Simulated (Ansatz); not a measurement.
## All-electron equations of state of elemental crystals

All-electron LAPW (Ansatz 0.2.0), scalar-relativistic, no spin, Fermi–Dirac smearing 0.136 eV, k-meshes of 8 to 18 points an axis; Birch–Murnaghan fits to pressures. Some or most of these lattices are hypothetical for the element, and V0 is the minimum nearest the starting volume; lattices without a usable fit are left out; mesh and smearing are coarse, and magnetic elements are treated as non-magnetic.

| element | lattice | functional | V0 (Å³/atom) | B0 (GPa) | B′ | k-points per axis |
| --- | --- | --- | --- | --- | --- | --- |
| Pd | bcc | LDA | 14.28 | 219 | 5.4 | 15 |
| Pd | bcc | PBE | 15.49 | 161 | 5.5 | 15 |
| Pd | bcc | PBEsol | 14.70 | 196 | 5.5 | 15 |
| Pd | diamond | LDA | 22.19 | 97 | 5.4 | 8 |
| Pd | diamond | PBE | 24.55 | 66 | 5.4 | 8 |
| Pd | diamond | PBEsol | 23.02 | 84 | 5.5 | 8 |
| Pd | fcc | LDA | 14.18 | 225 | 5.4 | 15 |
| Pd | fcc | PBEsol | 14.59 | 202 | 5.5 | 15 |
| Pd | sc | LDA | 16.39 | 166 | 5.3 | 13 |
| Pd | sc | PBEsol | 16.91 | 147 | 5.4 | 13 |

**Question.** Give V0 and B0 for fcc Pd in PBE.

**Answer.** 15.38 Å³/atom and 165.5 GPa.

**Question.** Give V0 and B0 for sc Pd in PBE.

**Answer.** 17.89 Å³/atom and 120.2 GPa.
